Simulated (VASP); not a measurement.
Runs of VASP 6.6.1 on PbO. All rows change the cell; the cell of one of them follows. It takes space group I-4m2 (No. 119, tetragonal). The conventional cell has a = 3.958 Å, b = 3.958 Å, c = 5.891 Å, α = 90.00°, β = 90.00°, γ = 90.00°. Pb (site symmetry -4m2) has 4 O at 2.47 Å as nearest neighbours. O (site symmetry -4m2) has 4 Pb at 2.47 Å as nearest neighbours. The cell was built by a generator and needn't be a form met in nature.

```tsv
level	cell	smearing	gap on the mesh (eV)	pressure (GPa)
r2SCAN	uniaxial_z strain +5.2%	gaussian 0.01 eV	0.71	-3.1
PBE	epitaxial_xy strain +5.8%	fermi-dirac 0.02 eV	0.35	(a)
r2SCAN	epitaxial_xy strain +5.8%	gaussian 0.01 eV	0.55	0.0
PBE	uniaxial_z strain +5.2%	fermi-dirac 0.02 eV	(b)	-1.1
```

Alike in all rows: task single point; potentials or basis VASP PAW PBE potentials, release 64 (Pb_d, O); no spin polarisation; k mesh 8 × 8 × 8; cutoff (eV) 520.

Task: Estimate the missing entries.

Result: (a) 2.0; (b) 0.53.

Caveats: spin-orbit coupling is left out, which as a rule narrows the gap of such compounds by several tenths of an eV; the PAW data sets were made with another functional, which shifts forces and pressure a little (some runs).

A k mesh can miss the band edges, and the runs leave out spin-orbit coupling on Pb.
